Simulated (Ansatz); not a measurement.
# Os: pressure up to the limit of the methods

Aim: compress Os (omega type) step by step, far beyond the usual range, and follow pressure and electronic structure. The runs shown use LAPW, crystal datasets and norm-conserving. Companion runs by PAW are cited. Its runs: the reference run (LAPW); volume scaled by 1 (crystal datasets and norm-conserving); volume scaled by 0.9 (LAPW); volume scaled by 0.8 (LAPW); volume scaled by 0.6 (LAPW and norm-conserving); volume scaled by 0.4 (LAPW, crystal datasets and norm-conserving).

Program: Ansatz 0.2.0. Level of theory: DFT PBE, with the methods named in each step. These are calculated values, not measurements.

1 further run of the same task is left out (it didn't finish).

## 1. The starting structure

It takes space group P6/mmm (No. 191, hexagonal). The conventional cell has a = 4.323 Å, b = 4.323 Å, c = 2.722 Å, α = 90.00°, β = 90.00°, γ = 120.00°. Os (site symmetry 6/mmm) has 14 Os at 2.72 to 2.84 Å as nearest neighbours. Os (site symmetry -6m2) has 11 Os at 2.50 to 2.84 Å as nearest neighbours.

Coordinates:

```
CELL_PARAMETERS angstrom
4.32272 0.00000 0.00000
-2.16136 3.74359 0.00000
0.00000 0.00000 2.72200
ATOMIC_POSITIONS crystal
Os 0.00000 0.00000 0.00000
Os 0.33333 0.66667 0.50000
Os 0.66667 0.33333 0.50000
```

Whether this phase is the stable one at these pressures isn't tested.

Atoms are numbered in the order of the input: Os1, Os2, Os3.

## 2. The reference volume, LAPW

Contents of input.yaml:

```yaml
crystal:
  lattice:
    - [4.3227249641, 0.0, 0.0]
    - [-2.1613624821, 3.7435896325, 0.0]
    - [0.0, 0.0, 2.722001048]
  atoms:
    - { symbol: Os, position: [0.0, 0.0, 0.0] }
    - { symbol: Os, position: [0.3333333333, 0.6666666667, 0.5] }
    - { symbol: Os, position: [0.6666666667, 0.3333333333, 0.5] }
kpoints:
  mp_grid: { grid: [9, 9, 13] }
  band_path:
    path:
      - [0.0, 0.0, 0.0]
      - [0.5, 0.0, 0.0]
      - [0.3333333333, 0.3333333333, 0.0]
      - [0.0, 0.0, 0.0]
      - [0.0, 0.0, 0.5]
      - [0.5, 0.0, 0.5]
      - [0.3333333333, 0.3333333333, 0.5]
      - [0.0, 0.0, 0.5]
      - [0.5, 0.0, 0.5]
    npoints: 14
scf:
  occupations: { method: fermi_dirac, width: 0.1 }
hamiltonian:
  xc: pbe
  pseudopotentials: { kind: all_electron, lapw: { basis_error: 0.001 } }
output:
  forces: true
  stress: true
  eigenvalues: true
  populations: true
  dos: { projected: true, de: 0.2, e_range: [-14, 8] }
```

Started as:

```console
$ ansatz run input.yaml --threads 1 --pin off --max-ram 3072MiB --backend cpu --events-out ev --progress --plain --runs-dir out
```

## 3. Volume scaled by 1, crystal datasets

Contents of input.yaml:

```yaml
crystal:
  lattice:
    - [4.3227249641, 0.0, 0.0]
    - [-2.1613624821, 3.7435896325, 0.0]
    - [0.0, 0.0, 2.722001048]
  atoms:
    - { symbol: Os, position: [0.0, 0.0, 0.0] }
    - { symbol: Os, position: [0.3333333333, 0.6666666667, 0.5] }
    - { symbol: Os, position: [0.6666666667, 0.3333333333, 0.5] }
kpoints:
  mp_grid: { grid: [9, 9, 13] }
scf:
  occupations: { method: fermi_dirac, width: 0.1 }
hamiltonian:
  xc: pbe
  pseudopotentials: { kind: all_electron, datasets: crystal }
output:
  forces: true
  stress: true
  eigenvalues: true
```

## 4. Volume scaled by 1, norm-conserving

input.yaml: that of step 3 with these lines changed.

```diff
@@ -15,3 +15,3 @@
   xc: pbe
-  pseudopotentials: { kind: all_electron, datasets: crystal }
+  pseudopotentials: { kind: nc }
 output:
```

## 5. Volume scaled by 0.9, LAPW

input.yaml: that of step 4 with these lines changed.

```diff
@@ -2,5 +2,5 @@
   lattice:
-    - [4.3227249641, 0.0, 0.0]
-    - [-2.1613624821, 3.7435896325, 0.0]
-    - [0.0, 0.0, 2.722001048]
+    - [4.1854730585, 0.0, 0.0]
+    - [-2.0927365292, 3.6247259955, 0.0]
+    - [0.0, 0.0, 2.6131052612]
   atoms:
@@ -15,3 +15,3 @@
   xc: pbe
-  pseudopotentials: { kind: nc }
+  pseudopotentials: { kind: all_electron, lapw: { basis_error: 0.001 } }
 output:
@@ -20 +20,2 @@
   eigenvalues: true
+  populations: true
```

## 6. Volume scaled by 0.8, LAPW

input.yaml: that of step 5 with these lines changed.

```diff
@@ -2,5 +2,5 @@
   lattice:
-    - [4.1854730585, 0.0, 0.0]
-    - [-2.0927365292, 3.6247259955, 0.0]
-    - [0.0, 0.0, 2.6131052612]
+    - [4.0338501032, 0.0, 0.0]
+    - [-2.0169250516, 3.4934166644, 0.0]
+    - [0.0, 0.0, 2.5006561095]
   atoms:
```

## 7. Volume scaled by 0.6, LAPW

input.yaml: that of step 6 with these lines changed.

```diff
@@ -2,5 +2,5 @@
   lattice:
-    - [4.0338501032, 0.0, 0.0]
-    - [-2.0169250516, 3.4934166644, 0.0]
-    - [0.0, 0.0, 2.5006561095]
+    - [3.6806784324, 0.0, 0.0]
+    - [-1.8403392162, 3.1875610256, 0.0]
+    - [0.0, 0.0, 2.2526773589]
   atoms:
```

## 8. Volume scaled by 0.6, norm-conserving

input.yaml: that of step 7 with these lines changed.

```diff
@@ -15,3 +15,3 @@
   xc: pbe
-  pseudopotentials: { kind: all_electron, lapw: { basis_error: 0.001 } }
+  pseudopotentials: { kind: nc }
 output:
@@ -20,2 +20 @@
   eigenvalues: true
-  populations: true
```

## 9. Volume scaled by 0.4, LAPW

Contents of input.yaml:

```yaml
crystal:
  lattice:
    - [3.2316749045, 0.0, 0.0]
    - [-1.6158374522, 2.7987125641, 0.0]
    - [0.0, 0.0, 1.9480861389]
  atoms:
    - { symbol: Os, position: [0.0, 0.0, 0.0] }
    - { symbol: Os, position: [0.3333333333, 0.6666666667, 0.5] }
    - { symbol: Os, position: [0.6666666667, 0.3333333333, 0.5] }
kpoints:
  mp_grid: { grid: [9, 9, 13] }
  band_path:
    path:
      - [0.0, 0.0, 0.0]
      - [0.5, 0.0, 0.0]
      - [0.3333333333, 0.3333333333, 0.0]
      - [0.0, 0.0, 0.0]
      - [0.0, 0.0, 0.5]
      - [0.5, 0.0, 0.5]
      - [0.3333333333, 0.3333333333, 0.5]
      - [0.0, 0.0, 0.5]
      - [0.5, 0.0, 0.5]
    npoints: 8
scf:
  occupations: { method: fermi_dirac, width: 0.1 }
hamiltonian:
  xc: pbe
  pseudopotentials: { kind: all_electron, lapw: { basis_error: 0.001 } }
output:
  forces: true
  stress: true
  eigenvalues: true
  populations: true
  dos: { projected: true, de: 0.2, e_range: [-14, 8] }
```

## 10. Volume scaled by 0.4, crystal datasets

Contents of input.yaml:

```yaml
crystal:
  lattice:
    - [3.2316749045, 0.0, 0.0]
    - [-1.6158374522, 2.7987125641, 0.0]
    - [0.0, 0.0, 1.9480861389]
  atoms:
    - { symbol: Os, position: [0.0, 0.0, 0.0] }
    - { symbol: Os, position: [0.3333333333, 0.6666666667, 0.5] }
    - { symbol: Os, position: [0.6666666667, 0.3333333333, 0.5] }
kpoints:
  mp_grid: { grid: [9, 9, 13] }
scf:
  occupations: { method: fermi_dirac, width: 0.1 }
hamiltonian:
  xc: pbe
  pseudopotentials: { kind: all_electron, datasets: crystal }
output:
  forces: true
  stress: true
  eigenvalues: true
```

## 11. Volume scaled by 0.4, norm-conserving

input.yaml: that of step 10 with these lines changed.

```diff
@@ -15,3 +15,3 @@
   xc: pbe
-  pseudopotentials: { kind: all_electron, datasets: crystal }
+  pseudopotentials: { kind: nc }
 output:
```

(Steps that only read results are left out.)

Before running it: what results should come out? Wanted: LAPW pressure at 0.4 of the volume; PAW pressure at 0.4 of the volume; crystal datasets pressure at 0.4 of the volume; norm-conserving pressure at 0.4 of the volume; fitted bulk modulus at zero pressure.

**Answer**, as computed:

```
                                         quantity       value
               LAPW pressure at 0.4 of the volume  2508.2 GPa
                PAW pressure at 0.4 of the volume  2518.3 GPa
PAW (cutoff 600 eV) pressure at 0.4 of the volume  2517.7 GPa
   crystal datasets pressure at 0.4 of the volume  2508.2 GPa
    norm-conserving pressure at 0.4 of the volume  2514.4 GPa
      fitted bulk modulus at zero pressure (LAPW)     392 GPa
                          its pressure derivative        4.18
```

In words: At 0.4 of the starting volume LAPW gives 2508 GPa. A third-order Birch-Murnaghan curve fits the range only roughly (B₀ = 392 GPa, B′ = 4.18, misfit at most 17.21 GPa). A fit over so wide a range leans to the high pressures, so B₀ can be off by several per cent. Where LAPW's pressure is over 3 GPa, PAW's departs from it by at most 0.4 %, at 0.4 of the volume. The ions are at rest, and the electrons smeared by 0.1 eV. Spin-orbit coupling is left out, though the cell holds Os; in elements this heavy it can shift bands and gaps by tenths of an eV.
